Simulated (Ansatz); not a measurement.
Runs of Ansatz 0.2.0 on ZnO (zincite). It takes space group P6_3mc (No. 186, hexagonal). The conventional cell has a = 3.249 Å, b = 3.249 Å, c = 5.206 Å, α = 90.00°, β = 90.00°, γ = 120.00°. Zn (site symmetry 3m) is surrounded by 4 O at 1.97 to 1.98 Å. O (site symmetry 3m) has 4 Zn at 1.97 to 1.98 Å as nearest neighbours. 

```tsv
cell	gap on the mesh (eV)	pressure (GPa)
relaxed to 5 GPa	(a)	5.0
relaxed to 10 GPa	0.81	10.0
relaxed	(b)	0.0
relaxed to 20 GPa	0.87	20.0
relaxed to 30 GPa	0.93	30.0
```

Alike in all rows: task relaxation of cell and atoms; level PBEsol; potentials or basis all-electron LAPW, scalar-relativistic; no spin polarisation; k mesh 9 × 9 × 5; smearing fermi-dirac 0.05 eV; basis error allowed 0.002 eV/atom.

**Question.** Estimate the missing entries.

**Answer.** (a) 0.77; (b) 0.72.

Caveats: an odd mesh through Γ misses points on the zone boundary, where band edges often lie.
